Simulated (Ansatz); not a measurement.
# Phases of Ti at 68 GPa

Structure types of Ti are relaxed in primitive cells with their symmetry kept at 68 GPa, first on PAW files, then by LAPW. The enthalpy is E + pV at zero temperature, without zero-point motion. Only the types listed were tried, and differences under about 5 meV/atom are mesh noise. The real phase may be another.

Computed with Ansatz 0.2.0; functional PBE, scalar-relativistic. Settings: Fermi–Dirac smearing of 0.1 eV, no spin polarisation. Methods: LAPW: all electrons, basis error target 0.5 meV/atom; PAW: frozen-core files, cutoff 420 eV.

k meshes: fcc 18×18×18, bcc 19×19×19, hcp 17×17×9, sc 16×16×16, omega 9×9×12, simple hexagonal 18×18×16.

Task: Order the types by LAPW enthalpy, lowest first.
A. fcc
B. simple hexagonal
C. hcp
D. sc
E. bcc
F. omega

Result: F (0 meV/atom), E (77 meV/atom), C (84 meV/atom), A (95 meV/atom), B (405 meV/atom), D (925 meV/atom).

| start type | ends as | a, b, c (Å) | V (Å³/atom) | H − H(lowest), LAPW (meV/atom) | same, PAW |
| --- | --- | --- | --- | --- | --- |
| fcc | fcc, Fm-3m | 3.654, 3.654, 3.654 | 12.20 | 95.1 | 95.2 |
| bcc | bcc, Im-3m | 2.884, 2.884, 2.884 | 11.99 | 77.5 | 77.4 |
| hcp | hcp, P6_3/mmc | 2.595, 2.595, 4.227 | 12.32 | 84.5 | 84.5 |
| sc | sc, Pm-3m | 2.293, 2.293, 2.293 | 12.05 | 925.5 | 926.0 |
| omega | omega, P6/mmm | 4.073, 4.073, 2.551 | 12.22 | 0.0 | 0.0 |
| simple hexagonal | simple hexagonal, P6/mmm | 2.429, 2.429, 2.371 | 12.11 | 404.8 | 405.2 |

Task: Split the lead of omega over bcc into energy and pV.

Result: For bcc less omega: ΔE = +172.4 meV/atom, and p·ΔV = 68 GPa × -0.2238 Å³ × 6.242 meV/(GPa·Å³) = -95.0 meV/atom, together 77.4 meV/atom. omega wins by its internal energy, though it is the less dense.

Task: Would bcc gain on omega at higher pressure?

Result: Yes: dH/dp = V, and its volume is smaller by 0.22 Å³/atom. Held constant, that would close the gap after about 55 GPa more, a rough figure, since the volume difference changes with pressure.
